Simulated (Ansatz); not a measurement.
The system is Ge.

```xyz
1
Lattice="1.3971 -2.6005 0.0000 1.3971 2.6005 0.0000 0.0000 0.0000 2.6982" Properties=species:S:1:pos:R:3 pbc="T T T"
Ge    1.3971    0.0000    0.0000
```

This isn't the form of Ge at room conditions, which is diamond.

| Quantity | Value |
| --- | --- |
| Program | Ansatz 0.2.0 |
| Task | single point |
| Functional | PBE |
| Potentials or basis | Ansatz PAW |
| Cutoff | 420 eV (not typed: the program's choice for these potentials) |
| k mesh | 11 × 11 × 10 |
| Occupations | fermi-dirac, width 0.05 eV |
| Spin | no spin polarisation |

On this cell: pressure -0.6 GPa; band gap on the k mesh none (metal or under the smearing width).

The same run follows on a disturbed copy (cell strained at random at fixed volume):

```xyz
1
Lattice="1.3670 -2.6325 0.0133 1.3601 2.6288 0.0078 0.0204 -0.0029 2.7332" Properties=species:S:1:pos:R:3 pbc="T T T"
Ge    1.4077   -0.0092   -0.0083
```

**Question.** What does the disturbed cell give?

**Answer.** The energy (extrapolated to zero smearing) moves by +13.5 meV/atom; pressure -0.2 GPa; band gap on the k mesh none (metal or under the smearing width).

Stress tensor (GPa, compression positive):
```
 4.01 -0.09 -0.33
-0.09 -1.52  0.07
-0.33  0.07 -3.04
```
